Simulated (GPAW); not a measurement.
# MoS2 in GPAW: reference runs

How does MoS2 come out in PBEsol? The cell is run as given.

Program: GPAW 26.7.0. These are calculated values, not measurements. Logs are shortened: lines on timing, memory, paths and dates and some standing lists are left out, and cuts for length are marked. The log counts tension as positive stress, the text compression.

## 1. Starting point

The cell holds a slab with vacuum, 9 atoms: a = 3.184 Å, b = 3.184 Å, c = 28.387 Å, α = 90.00°, β = 90.00°, γ = 120.00°.

## 2. Single point, PBEsol

Input file run.py:

```python
from ase import Atoms
from ase.dft.bandgap import bandgap
from ase.io import write
from ase.units import GPa
from gpaw import GPAW, PW, setup_paths

setup_paths.insert(0, '.')

atoms = Atoms(['Mo', 'Mo', 'Mo', 'S', 'S', 'S', 'S', 'S', 'S'],
              cell=[[3.1840155185, 0.0, 0.0],
                    [-1.5920077592, 2.757438325, 0.0],
                    [0.0, 0.0, 28.3873198]],
              scaled_positions=[[0.3333333333, 0.6666666667, 0.22816477],
                                [0.3333333333, 0.6666666667, 0.77183523],
                                [0.6666666667, 0.3333333333, 0.0],
                                [0.6666666667, 0.3333333333, 0.17349309],
                                [0.6666666667, 0.3333333333, 0.71718751],
                                [0.3333333333, 0.6666666667, 0.94533412],
                                [0.6666666667, 0.3333333333, 0.28281249],
                                [0.6666666667, 0.3333333333, 0.82650691],
                                [0.3333333333, 0.6666666667, 0.05466588]],
              pbc=True)

calc = GPAW(mode=PW(600),
            xc='PBEsol',
            kpts={'size': (10, 10, 1), 'gamma': True},
            occupations={'name': 'fermi-dirac', 'width': 0.05},
            nbands=67,
            convergence={'density': 1e-05, 'energy': 1e-05},
            maxiter=150,
            txt='gpaw.txt')
atoms.calc = calc
energy = atoms.get_potential_energy()
forces = atoms.get_forces()
stress = atoms.get_stress()
calc.write('gs.gpw')
write('result.traj', atoms)
print(f'Energy: {energy:.6f} eV')
print('Forces (eV/A):')
print(forces.round(4))
print('Stress (GPa):', (stress / GPa).round(3))
print('Fermi level:', round(calc.get_fermi_level(), 4), 'eV')
print(f'Gap: {bandgap(calc)[0]:.4f} eV, direct: {bandgap(calc, direct=True)[0]:.4f} eV')
```

Potentials or basis: PAW data sets generated in the run's folder for this functional, pw.

Run with:

```
gpaw-setup -f PBEsol Mo S
OMP_NUM_THREADS=1 python run.py
```

gpaw.txt:

```text
__  _  _
 | _ |_)|_||  |
 |__||  | ||/\| - 26.7.0

Input parameters:
  mode=PW(ecut=600.0),
  convergence={'density': 1e-05, 'energy': 1e-05},
  kpts=MonkhorstPack(size=(10, 10, 1), gamma=True),
  maxiter=150,
  nbands=67,
  occupations=Occupations(name='fermi-dirac', width=0.05),
  xc=XC(name='PBEsol')

Diagonalizing LCAO Hamiltonian
Converting LCAO to pw mode

        S

           S

        Mo

           S

           S

        Mo

           S

        S

           Mo

Atoms  # Å, Bohr magnetons
|   | symbol |         x |        y |         z |    initial magnetic moments |
|---|--------|-----------|----------|-----------|-----------------------------|
| 0 |     Mo | -0.000000 | 1.838292 |  6.476986 | ( 0.0000,  0.0000,  0.0000) |
| 1 |     Mo | -0.000000 | 1.838292 | 21.910334 | ( 0.0000,  0.0000,  0.0000) |
| 2 |     Mo |  1.592008 | 0.919146 |  0.000000 | ( 0.0000,  0.0000,  0.0000) |
| 3 |      S |  1.592008 | 0.919146 |  4.925004 | ( 0.0000,  0.0000,  0.0000) |
| 4 |      S |  1.592008 | 0.919146 | 20.359031 | ( 0.0000,  0.0000,  0.0000) |
| 5 |      S | -0.000000 | 1.838292 | 26.835502 | ( 0.0000,  0.0000,  0.0000) |
| 6 |      S |  1.592008 | 0.919146 |  8.028289 | ( 0.0000,  0.0000,  0.0000) |
| 7 |      S |  1.592008 | 0.919146 | 23.462316 | ( 0.0000,  0.0000,  0.0000) |
| 8 |      S | -0.000000 | 1.838292 |  1.551818 | ( 0.0000,  0.0000,  0.0000) |

Unit cell  # Å
| periodic |         x |        y |         z |   lengths |     angles |
|----------|-----------|----------|-----------|-----------|------------|
|      yes |  3.184016 | 0.000000 |  0.000000 |  3.184016 |  90.000000 |
|      yes | -1.592008 | 2.757438 |  0.000000 |  3.184016 |  90.000000 |
|      yes |  0.000000 | 0.000000 | 28.387320 | 28.387320 | 120.000000 |

Number of symmetries: 12
Symmetry operations  # r_c * U_cc + t_c -> r_c
|    | kind |            matrix            |
|----|------|------------------------------|
|  0 |  σ   |  1, 1, 0,  0,-1, 0,  0, 0, 1 |
|  1 |  C2  |  1, 1, 0,  0,-1, 0,  0, 0,-1 |
|  2 |  E   |  1, 0, 0,  0, 1, 0,  0, 0, 1 |
|  3 |  σ   |  1, 0, 0,  0, 1, 0,  0, 0,-1 |
|  4 |  C3  |  0, 1, 0, -1,-1, 0,  0, 0, 1 |
|  5 |  S3  |  0, 1, 0, -1,-1, 0,  0, 0,-1 |
|  6 |  σ   |  0,-1, 0, -1, 0, 0,  0, 0, 1 |
|  7 |  C2  |  0,-1, 0, -1, 0, 0,  0, 0,-1 |
|  8 |  σ   | -1, 0, 0,  1, 1, 0,  0, 0, 1 |
|  9 |  C2  | -1, 0, 0,  1, 1, 0,  0, 0,-1 |
| 10 |  C3  | -1,-1, 0,  1, 0, 0,  0, 0, 1 |
| 11 |  S3  | -1,-1, 0,  1, 0, 0,  0, 0,-1 |

BZ-sampling:
  Number of BZ points: 100
  Number of IBZ points: 14

  Monkhorst-Pack size: [10, 10, 1]
  Monkhorst-Pack shift: [0.05, 0.05, 0.0]

K-points  # in reciprocal-cell coordinates
|     |                                coordinates |     weight |
|-----|--------------------------------------------|------------|
|   0 | (  0.00000000,   0.00000000,   0.00000000) | 0.01000000 |
|   1 | (  0.10000000,   0.00000000,   0.00000000) | 0.06000000 |
|   2 | (  0.20000000,  -0.10000000,   0.00000000) | 0.06000000 |
|   3 | (  0.20000000,   0.00000000,   0.00000000) | 0.06000000 |
|   4 | (  0.30000000,  -0.10000000,   0.00000000) | 0.12000000 |
|   5 | (  0.30000000,   0.00000000,   0.00000000) | 0.06000000 |
|   6 | (  0.40000000,  -0.20000000,   0.00000000) | 0.06000000 |
|   7 | (  0.40000000,  -0.10000000,   0.00000000) | 0.12000000 |
|   8 | (  0.40000000,   0.00000000,   0.00000000) | 0.06000000 |
|   9 | (  0.40000000,   0.30000000,   0.00000000) | 0.06000000 |
| ... |                                            |            |
|  13 | (  0.50000000,   0.50000000,   0.00000000) | 0.03000000 |

Plane wave coefficients: 8373
Cutoff: 600.0 eV

Spin-components: 1 (collinear spins)
Bands:           67
Projectors:      48
Spin-degeneracy: 2
Datatype:        complex128

Parallelization:
  kpt:    1
  domain: 1
  band:   1

Density:
  Valence electrons: 78.0
  Components: 1
  Grid points: [ 18  18 162]
  Charge: 0.0  # |e|

Potential:
  Grid points: [ 18  18 162]

species:
  Mo:
    name:    Molybdenum
    Z:       42.0
    valence: 14
    core:    28
    charge:  0.0  # [|e|]
    compensation charges:
      type: gauss
      rc: 0.38  # [Å]
      lmax: 2
    cutoffs:
      filter: 2.16  # [Å]
      core: 1.42  # [Å]
    projectors
    | kind |    occ | energy [eV] | rcut [Å] |
    |------|--------|-------------|----------|
    |   4s |  2.000 |     -64.262 |    1.238 |
    |   5s |  1.000 |      -4.116 |    1.238 |
    |   4p |  6.000 |     -38.461 |    1.296 |
    |   5p |  0.000 |      -1.012 |    1.296 |
    |   4d |  5.000 |      -3.770 |    1.296 |
    |    d |        |      23.442 |    1.296 |

    Using partial waves for Mo as LCAO basis

  S:
    name:    Sulfur
    Z:       16.0
    valence: 6
    core:    10
    charge:  0.0  # [|e|]
    compensation charges:
      type: gauss
      rc: 0.24  # [Å]
      lmax: 2
    cutoffs:
      filter: 1.77  # [Å]
      core: 1.66  # [Å]
    projectors
    | kind |    occ | energy [eV] | rcut [Å] |
    |------|--------|-------------|----------|
    |   3s |  2.000 |     -17.192 |    0.974 |
    |   3p |  4.000 |      -6.978 |    0.979 |
    |    s |        |      10.020 |    0.974 |
    |    p |        |      20.234 |    0.979 |
    |    d |        |       0.000 |    0.900 |

    Using partial waves for S as LCAO basis

Reference energy: -395265.329681  # eV

eigensolver:
  PPCG
  Converge bands: occupied
  niter=2

density mixing:
  MSR1-Mixer
  Pratt-step length: 0.05
  Maximum mixing coefficient: 0.75
  Old densities: 10
  SVD Regularization: 0.005
  Good broyden scale: 1.0
  Trust region scale: 1.0
  Backstep threshold: 4.0
  History deletion threshold: 6.0
  Fourier metric: weight=20.0, sigma=0.015

occupation numbers:
  Fermi-Dirac:
    width: 0.0500  # eV

poisson solver:
  ecut: 4800.0  # eV

xc functional:
  name: PBEsol with 2 nearest neighbor stencil

convergence criteria:
[... 6 lines left out ...]
|iter     | |      energy | eigst |  dens |
|---------|-|-------------|-------|-------|
|iter:   1| |  -75.510957 | +0.60 |       |
|iter:   2| |  -74.285181 | -0.78 | -0.97 |
|iter:   3| |  -71.523341 | -1.06 | -1.06 |
|iter:   4| |  -71.110300 | -1.45 | -1.37 |
|iter:   5| |  -71.311426 | -2.15 | -1.77 |
|iter:   6| |  -71.100836 | -2.39 | -1.79 |
|iter:   7| |  -71.088322 | -2.88 | -2.14 |
|iter:   8| |  -71.078273 | -3.46 | -2.37 |
|iter:   9| |  -71.078184 | -4.62 | -3.08 |
|iter:  10| |  -71.078185c| -5.65 | -3.50 |
|iter:  11| |  -71.078185c| -6.61 | -4.16 |
|iter:  12| |  -71.078185c| -7.68c| -4.70 |
|iter:  13| |  -71.078185c| -8.15c| -5.17c|

Converged in 13 steps
Energy contributions relative to reference atoms: (reference = -395265.329681)

Energy contributions:
  Kinetic:         -14.929515
  Coulomb:          -5.675762
  Zero:             -0.296864
  External:          0.000000
  Xc:              -50.176043
  Entropy:          -0.000000
  Spinorbit:         0.000000
  ----------------------------
  Free energy:     -71.078185
  Extrapolated:    -71.078185

dipole moment: (0.590438, -0.340886, -106.495667)  # |e|*Ang

Fermi level: 3.684
Eigenvalues  # (at kpt = [0.000, 0.000, 0.000])
| band index |      eig [eV] | occ [0-2] |
|------------|---------------|-----------|
|          0 |       -58.162 |     2.000 |
|        ... |               |           |
|         31 |         1.133 |     2.000 |
|         32 |         1.133 |     2.000 |
|         33 |         1.140 |     2.000 |
|         34 |         1.140 |     2.000 |
|         35 |         1.490 |     2.000 |
|         36 |         2.461 |     2.000 |
[... 8 lines left out ...]
|         45 |         5.675 |     0.000 |
|         46 |         5.675 |     0.000 |
|        ... |               |           |
|         66 |        13.466 |     0.000 |

Gap: 1.278 eV
Transition (v -> c):
  (s=0, k=0, n=38, [0.00, 0.00, 0.00]) -> (s=0, k=9, n=39, [0.40, 0.30, 0.00])
Direct/indirect transitions are different
Direct gap: 1.863 eV
Transition at: (s=0, k=9, n=38, [0.40, 0.30, 0.00])

Forces  # eV/Ang
|        x |        y |        z |
|----------|----------|----------|
| -0.00000 | -0.00000 |  0.00048 |  # Mo   0
| -0.00000 | -0.00000 | -0.00048 |  # Mo   1
|  0.00000 |  0.00000 |  0.00000 |  # Mo   2
| -0.00000 | -0.00000 |  0.12605 |  # S    3
|  0.00000 | -0.00000 |  0.15012 |  # S    4
| -0.00000 |  0.00000 |  0.12556 |  # S    5
|  0.00000 | -0.00000 | -0.15012 |  # S    6
|  0.00000 | -0.00000 | -0.12605 |  # S    7
|  0.00000 |  0.00000 | -0.12556 |  # S    8

Stress tensor  # eV/Ang^3
|         x |         y |        z |
|-----------|-----------|----------|
|  0.017253 | -0.000000 | 0.000000 |
| -0.000000 |  0.017253 | 0.000000 |
|  0.000000 |  0.000000 | 0.006636 |

# Writing to gs.gpw (mode='')
```

It took 3.4 min on 1 thread of Arm Neoverse V2, shared host; peak memory 0.4 GiB.

Results:

```yaml
Free_energy: -71.0782 eV
Largest_force: 0.150 eV/Å
Band_gap_on_the_k_mesh: 1.28 eV, indirect (least direct gap 1.86 eV)
```

Forces on the atoms (eV/Å):
```
Mo   0.000  0.000  0.000
Mo   0.000  0.000  0.000
Mo   0.000  0.000  0.000
S    0.000  0.000  0.126
S    0.000  0.000  0.150
S    0.000  0.000  0.126
S    0.000  0.000 -0.150
S    0.000  0.000 -0.126
S    0.000  0.000 -0.126
```

Stress tensor (GPa, compression positive):
```
-2.76  0.00  0.00
 0.00 -2.76  0.00
 0.00  0.00 -1.06
```

A hybrid or GW would open this gap; PBEsol tends to underestimate it.
